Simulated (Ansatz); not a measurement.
`[SiH3]N[SiH2]Cl` + `F[C](F)F`• → `[SiH2]N[SiH2]Cl`• + `FC(F)F` at 500 K and 1 bar (hydrogen abstraction from the Si–H bond).

Program: Ansatz. Geometries: PBE0-D4/def2-TZVP. ΔE: electronic, gas phase. CBS: MP2 limit from def2 TZ/QZ plus the TZ coupled-cluster correction, frozen cores. This one scheme is used for every species. No spin–orbit coupling; open shells (•) take unrestricted orbitals. One conformer a species, not always the lowest.

| species | CCSD(T)/CBS energy (Eh) | H − E (kJ/mol) | S (J/(mol·K)) |
| --- | --- | --- | --- |
| `[SiH3]N[SiH2]Cl` | -1096.34659 | 205.7 | 418.2 |
| `F[C](F)F`• | -337.34656 | 55.3 | 293.3 |
| `[SiH2]N[SiH2]Cl`• | -1095.69156 | 178.7 | 416.0 |
| `FC(F)F` | -338.02896 | 90.5 | 290.1 |

H − E and S are ideal-gas, rigid-rotor, harmonic terms from PBE0-D4/def2-TZVP, for one conformer and one mirror image of each species, with the whole ground term of open shells counted as degenerate. 1 Eh = 2625.50 kJ/mol, R = 8.31446 J/(mol·K).

Problem. By hand: ΔE, ΔH, ΔS and ΔG.

Solution. ΔE = (-1095.69156) + (-338.02896) − (-1096.34659) − (-337.34656) = -0.02737 Eh = -71.9 kJ/mol. Δ(H − E) = 178.7 + 90.5 − 205.7 − 55.3 = 8.2, so ΔH = -63.7 kJ/mol. ΔS = 416.0 + 290.1 − 418.2 − 293.3 = -5.4 J/(mol·K). ΔG = -63.7 − 500 × (-5.4)/1000 = -61.0 kJ/mol.

Problem. By hand: the equilibrium constant, and the temperature at which ΔG would vanish if ΔH and ΔS stayed fixed.

Solution. log₁₀ K = −ΔG/(RT ln 10) = 6.4. ΔG = 0 at ΔH/ΔS = 11796 K, far beyond where these terms or the molecules hold.

The number of gas molecules stays the same, so ΔS is small and ΔH decides. A doubt of 5 kJ/mol in ΔE shifts log₁₀ K by 0.5 here. Other conformers and mirror images would add mixing entropy, several J/(mol·K) or more a flexible species. Modes under 60 cm⁻¹, often nearly free rotors, make the harmonic entropy too high. These are equilibria of isolated gas molecules and say nothing of rates. Largest T1 diagnostic: 0.014 (customary marks: 0.02 for closed shells, 0.045 for open ones).
